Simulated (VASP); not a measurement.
# CuI (pbesol) (F-43m) in VASP: further runs, part 2 of 2

VASP 6.6.1. Earlier steps stand in the parts before.

## 4. Single point, PBEsol

This run uses another cell than the first one, of 27.86 Å³/atom, 1.064 times its volume.

File INCAR:

```
SYSTEM = CuI
  PREC = Accurate
  ENCUT = 520
  EDIFF = 1E-6
  ISMEAR = 0
  SIGMA = 0.1
  LREAL = .False.
  LASPH = .True.
  NELM = 100
  ALGO = Fast
  ISIF = 2
  LWAVE = .False.
  LCHARG = .False.
  GGA = PS
  NBANDS = 16
```

File KPOINTS:

```
regular mesh
0
Gamma
  6 6 6
  0 0 0
```

File POSCAR:

```
CuI
1.0
    0.0000000000      3.0315000000      3.0315000000
    3.0315000000      0.0000000000      3.0315000000
    3.0315000000      3.0315000000      0.0000000000
Cu I
1 1
Direct
    0.2500000000      0.2500000000      0.2500000000
    0.0000000000      0.0000000000      0.0000000000
```

Potentials or basis: VASP PAW PBE potentials, release 64 (Cu, I).

Command:

```sh
cat potpaw_PBE.64/Cu/POTCAR potpaw_PBE.64/I/POTCAR > POTCAR
mpirun -np 1 vasp_std > vasp.out
```

OUTCAR:

```text
SYSTEM = CuI
   PREC = Accurate
   ENCUT = 520
   EDIFF = 1E-6
   ISMEAR = 0
   LREAL = .False.
   LASPH = .True.
   NELM = 100
   ISIF = 2
   GGA = PS

 ion  position               nearest neighbor table
   1  0.250  0.250  0.250-   2 2.63   2 2.63   2 2.63   2 2.63
   2  0.000  0.000  0.000-   1 2.63   1 2.63   1 2.63   1 2.63

  LATTYP: Found a face centered cubic cell.
 ALAT       =     6.0630000000

  Lattice vectors:

 A1 = (   0.0000000000,   3.0315000000,   3.0315000000)
 A2 = (   3.0315000000,   0.0000000000,   3.0315000000)
 A3 = (   3.0315000000,   3.0315000000,   0.0000000000)

Analysis of symmetry for initial positions (statically):
=====================================================================
 Subroutine PRICEL returns:
 Original cell was already a primitive cell.

 Routine SETGRP: Setting up the symmetry group for a
 face centered cubic supercell.

 Subroutine GETGRP returns: Found 24 space group operations
 (whereof 24 operations were pure point group operations)
 out of a pool of 48 trial point group operations.

The static configuration has the point symmetry T_d .

[... 150 lines left out ...]

  energy without entropy =       -6.29197841  energy(sigma->0) =       -6.29197841

 E-fermi :   4.7601     XC(G=0):  -9.1384

 val. band max:        4.2845773607   @ k =   0.0000   0.0000   0.0000
 cond. band min:       5.3122832522   @ k =   0.0000   0.0000   0.0000
 fundamental gap:      1.0277058915
 Fermi energy:         4.7600963791

 k-point     1 :       0.0000    0.0000    0.0000
  band No.  band energies     occupation
      1      -9.7433      2.00000
      2       0.6398      2.00000
      3       0.6398      2.00000
      4       0.6398      2.00000
      5       2.4107      2.00000
      6       2.4107      2.00000
[... 281 lines left out ...]
      3      -0.0019      2.00000
      4       0.4605      2.00000
      5       2.3626      2.00000
      6       2.3643      2.00000
[... 8 lines left out ...]
     15      15.7997      0.00000
     16      16.2525      0.00000

------------------------ aborting loop because EDIFF is reached ----------------------------------------

  FORCE on cell =-STRESS in cart. coord.  units (eV):
  Direction    XX          YY          ZZ          XY          YZ          ZX
  --------------------------------------------------------------------------------------
  -------------------------------------------------------------------------------------
  Total       -0.8270237     -0.8270237     -0.8270237      0.0000000     -0.0000000      0.0000000
  in kB      -23.7807659    -23.7807659    -23.7807659      0.0000000     -0.0000000      0.0000000
  external PRESSURE =     -23.7807659 kB  Pullay stress =       0.0000000 kB

 VOLUME and BASIS-vectors are now :
 -----------------------------------------------------------------------------
  energy-cutoff  :      520.00
  volume of cell :       55.72
      direct lattice vectors                 reciprocal lattice vectors
     0.000000000  3.031500000  3.031500000    -0.164934851  0.164934851  0.164934851
     3.031500000  0.000000000  3.031500000     0.164934851 -0.164934851  0.164934851
     3.031500000  3.031500000  0.000000000     0.164934851  0.164934851 -0.164934851

 POSITION                                       TOTAL-FORCE (eV/Angst)
 -----------------------------------------------------------------------------------
      1.51575      1.51575      1.51575         0.000000      0.000000      0.000000
      0.00000      0.00000      0.00000        -0.000000     -0.000000     -0.000000
 -----------------------------------------------------------------------------------
    total drift:                                0.000000      0.000000      0.000000

  FREE ENERGIE OF THE ION-ELECTRON SYSTEM (eV)
  ---------------------------------------------------
  free  energy   TOTEN  =        -6.2919784061 eV

  energy  without entropy=       -6.2919784061  energy(sigma->0) =       -6.29197841
```

OSZICAR:

```text
N       E                     dE             d eps       ncg     rms          rms(c)
DAV:   1     0.939080242770E+02    0.93908E+02   -0.75266E+03   512   0.119E+03
DAV:   2    -0.519043634451E+00   -0.94427E+02   -0.85051E+02   536   0.228E+02
DAV:   3    -0.642454929606E+01   -0.59055E+01   -0.58070E+01   704   0.597E+01
DAV:   4    -0.658038124873E+01   -0.15583E+00   -0.15578E+00   664   0.908E+00
DAV:   5    -0.658790915292E+01   -0.75279E-02   -0.75278E-02   776   0.225E+00    0.574E+00
RMM:   6    -0.648374021636E+01    0.10417E+00   -0.33027E+00   601   0.279E+01    0.381E+00
RMM:   7    -0.629299025245E+01    0.19075E+00   -0.75755E-01   575   0.148E+01    0.173E+00
RMM:   8    -0.629146710154E+01    0.15232E-02   -0.29557E-02   655   0.147E+00    0.102E-01
RMM:   9    -0.629190621853E+01   -0.43912E-03   -0.44609E-03   698   0.512E-01    0.842E-02
RMM:  10    -0.629195165100E+01   -0.45432E-04   -0.56645E-04   662   0.273E-01    0.465E-02
RMM:  11    -0.629196866536E+01   -0.17014E-04   -0.29005E-04   718   0.171E-01    0.910E-03
RMM:  12    -0.629197795324E+01   -0.92879E-05   -0.86379E-05   746   0.648E-02    0.410E-03
RMM:  13    -0.629197840613E+01   -0.45288E-06   -0.84856E-06   663   0.298E-02
   1 F= -.62919784E+01 E0= -.62919784E+01  d E =-.118560E-12
```

Run time: 11 s. Hardware: 1 thread of Intel Xeon Platinum 8488C (Sapphire Rapids), shared host; peak memory 0.17 GiB.

Results:

```yaml
Free_energy: -6.2920 eV
Pressure: -2.4 GPa
Band_gap_on_the_k_mesh: 1.03 eV, direct
```

Levels at points of the mesh, in eV from the valence-band top:
```tsv
k point	band 5	band 6	band 7	band 8	band 9	band 10	band 11	band 12	band 13	band 14
(0.00, 0.00, 0.00)	-1.87	-1.87	0.00	0.00	0.00	1.03	4.83	4.83	4.83	8.04
(0.50, 0.00, 0.00)	-1.85	-1.85	-1.80	-0.72	-0.72	2.08	5.36	5.36	7.25	9.00
(0.50, 0.50, 0.00)	-1.90	-1.82	-1.79	-1.52	-1.52	2.60	2.85	9.07	9.71	9.71
```

Caveat: the PAW data sets were made with another functional, which shifts forces and pressure a little; spin-orbit coupling is left out, which moves the levels of the heavy elements.

## 5. The runs side by side

| task | cell | k mesh | cutoff (eV) | smearing | gap on the mesh (eV) | pressure (GPa) |
| --- | --- | --- | --- | --- | --- | --- |
| single point | F-43m, 26.19 Å³/atom | 8 × 8 × 8 | 520 | gaussian 0.02 eV | 1.20 | 0.1 |
| relaxation of cell and atoms | relaxed | 8 × 8 × 8 | 600 | gaussian 0.02 eV | 1.19 | 0.0 |
| single point | F-43m, 27.86 Å³/atom | 6 × 6 × 6 | 520 | gaussian 0.1 eV | 1.03 | -2.4 |

Alike in all rows: level PBEsol; potentials or basis VASP PAW PBE potentials, release 64 (Cu, I); no spin polarisation.

Caveats: the PAW data sets were made with another functional, which shifts forces and pressure a little; spin-orbit coupling is left out, which moves the levels of the heavy elements.

Total energies depend on the potentials used, so only differences within one code and one set of settings carry meaning.
